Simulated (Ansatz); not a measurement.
# Compressing Zr

All numbers below come from Ansatz, DFT PBE, scalar-relativistic, plane waves, PAW. (420 eV cutoff, 16×16×16 k-mesh, Gaussian smearing of 0.10 eV, no spin polarisation)

Starting point, cell and atoms relaxed:

```
CELL_PARAMETERS angstrom
0.00000 2.26347 2.26347
2.26347 0.00000 2.26347
2.26347 2.26347 0.00000
ATOMIC_POSITIONS crystal
Zr 0.00000 0.00000 0.00000
```

Cell and atoms are relaxed at each pressure within the symmetry of the start, at zero temperature, so transitions that lower the symmetry aren't seen. The k-mesh given is that at zero pressure and may differ at others. a, b and c are the lengths of the cell vectors above.

| P (GPa) | V (Å³/atom) | V/V0 | a (Å) | b (Å) | c (Å) |
| --- | --- | --- | --- | --- | --- |
| -3 | 24.03 | 1.036 | 3.239 | 3.239 | 3.239 |
| 0 | 23.19 | 1.000 | 3.201 | 3.201 | 3.201 |
| 3 | 22.47 | 0.969 | 3.167 | 3.167 | 3.167 |
| 8 | 21.45 | 0.925 | 3.119 | 3.119 | 3.119 |
| 15 | 20.29 | 0.875 | 3.061 | 3.061 | 3.061 |
| 30 | 18.44 | 0.795 | 2.966 | 2.966 | 2.966 |
| 60 | 16.06 | 0.693 | 2.832 | 2.832 | 2.832 |

(1) What bulk modulus and pressure derivative fit these points?

Results:

(1) A third-order Birch–Murnaghan fit gives B0 = 90 GPa and B0' = 3.4.

This fcc form isn't the element's structure at ambient conditions.